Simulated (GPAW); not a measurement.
Input of a GPAW 26.7.0 run:

File run.py:

```python
from ase import Atoms
from ase.filters import FrechetCellFilter
from ase.io import write
from ase.optimize import BFGS
from gpaw import GPAW, PW

atoms = Atoms(['Pb', 'Te'],
              cell=[[0.0, 3.231, 3.231],
                    [3.231, 0.0, 3.231],
                    [3.231, 3.231, 0.0]],
              scaled_positions=[[0.0, 0.0, 0.0],
                                [0.5, 0.5, 0.5]],
              pbc=True)

calc = GPAW(mode=PW(600),
            xc='RPBE',
            kpts={'size': (7, 7, 7), 'gamma': True},
            occupations={'name': 'fermi-dirac', 'width': 0.05},
            nbands=19,
            convergence={'density': 1e-05, 'forces': 0.0001},
            maxiter=150,
            txt='gpaw.txt')
atoms.calc = calc
opt = BFGS(FrechetCellFilter(atoms), trajectory='relax.traj', logfile='-')
done = opt.run(fmax=0.02, steps=60)
calc.write('gs.gpw')
write('result.traj', atoms)
print('Converged:', done)
print('Cell:', atoms.cell.cellpar().round(4))
print('Volume:', round(atoms.get_volume(), 4))
print(atoms.get_scaled_positions().round(5))
```

Potentials or basis: the program's PAW data sets (release 1.2.1) made for this functional, pw.

The run is started by

```sh
$ OMP_NUM_THREADS=1 python run.py
```

Q: What does it give for the space group after relaxing (to 0.05 Å)?

A: Fm-3m (No. 225).

Q: Estimate the relaxed volume.

A: 36.59 Å³/atom.

Q: Estimate the relaxed cell.

A: a = 4.695 Å, b = 4.695 Å, c = 4.695 Å, α = 60.00°, β = 60.00°, γ = 60.00°.

Final structure:
```yaml
crystal:
  lattice:
    - [0.00000, 3.31984, 3.31984]
    - [3.31984, 0.00000, 3.31984]
    - [3.31984, 3.31984, 0.00000]
  atoms:
    - { symbol: Pb, position: [0.00000, 0.00000, 0.00000] }
    - { symbol: Te, position: [0.50000, 0.50000, 0.50000] }
```

Caveat: this odd mesh misses L, where the gap lies, so gap, dielectric constants and Born charges aren't listed; later steps reuse the first step's grids. Spin-orbit coupling is left out, which matters for the levels of Pb, Te.
